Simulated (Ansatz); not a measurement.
Crystal: MnO.

```
Mn O
1.0
     0.00000    2.22391    2.22391
     2.22391    0.00000    2.22391
     2.22391    2.22391    0.00000
Mn O
1 1
Direct
  0.00000 0.00000 0.00000
  0.50000 0.50000 0.50000
```

The cell is a database's computed one.

* Program: Ansatz 0.2.0
* Task: relaxation of cell and atoms
* Functional: BLYP
* Dispersion: D4
* Potentials or basis: all-electron LAPW, scalar-relativistic
* Basis error allowed: 0.001 eV/atom
* k mesh: 10 × 10 × 10
* Occupations: fermi-dirac, width 0.05 eV
* Spin: collinear spin, ferromagnetic start
* Starting moments: [4.0, 0.0] μB

At the start: volume 11.00 Å³/atom.

Where does the relaxation end?

Over 5 steps the energy falls by 4.0 meV/atom and the volume is 10.62 Å³/atom (-3.5 %); space group Fm-3m (No. 225, to 0.05 Å); moment 4.57 μB per cell.

The path:
```tsv
step	energy change (eV)	largest force (eV/Å)	volume (Å³)
1	0.0000	0.0000	22.00
2	-0.0051	0.0000	21.68
3	-0.0079	0.0000	21.14
4	-0.0080	0.0000	21.23
5	-0.0080	0.0000	21.23
```

Final structure:
```cif
data_structure
_symmetry_space_group_name_H-M 'P 1'
_symmetry_Int_Tables_number 1
_cell_length_a 3.1081
_cell_length_b 3.1081
_cell_length_c 3.1081
_cell_angle_alpha 60.000
_cell_angle_beta 60.000
_cell_angle_gamma 60.000
_cell_volume 21.23
loop_
_atom_site_label
_atom_site_type_symbol
_atom_site_fract_x
_atom_site_fract_y
_atom_site_fract_z
_atom_site_occupancy
Mn1 Mn 0.00000 0.00000 0.00000 1
O1 O 0.50000 0.50000 0.50000 1
```

Caveat: a cell with one magnetic atom can't hold antiferromagnetic order, which such compounds often take.
